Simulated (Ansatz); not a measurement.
Runs of Ansatz 0.2.0 on FeNi (Tetrataenite). It takes space group P4/mmm (No. 123, tetragonal). Conventional cell: a = 2.533 Å, b = 2.533 Å, c = 3.582 Å, α = 90.00°, β = 90.00°, γ = 90.00°. Around Ni (site symmetry 4/mmm) lie 8 Fe at 2.53 Å and 4 Ni at 2.53 Å. Fe (site symmetry 4/mmm) has 8 Ni at 2.53 Å and 4 Fe at 2.53 Å as nearest neighbours. 

```csv
spin,k mesh,gap on the mesh (eV),pressure (GPa),moment (μB)
"collinear, antiferromagnetic start",10 × 10 × 8,none,-11.6,3.31
off,10 × 10 × 8,none,-25.9,-
"collinear, ferromagnetic start",10 × 10 × 8,none,-11.6,3.31
"collinear, random start",10 × 10 × 8,none,-11.6,3.31
"collinear, ferrimagnetic start",10 × 10 × 8,none,-11.6,3.31
"non-collinear, random start",8 × 8 × 6,none,(a),3.35
```

Alike in all rows: task single point; level PBEsol; potentials or basis Ansatz PAW; cell as given; cutoff (eV) 420; smearing fermi-dirac 0.05 eV.

Q: Fill in the values left out.

A: (a) -11.5.

Caveats: the PAW data sets come from PBE, with cores solved anew for the run's functional, which leaves a small shift of forces and pressure; the starting moments weren't kept (some runs).

A gap of «none» marks a metal or a gap under the smearing width.
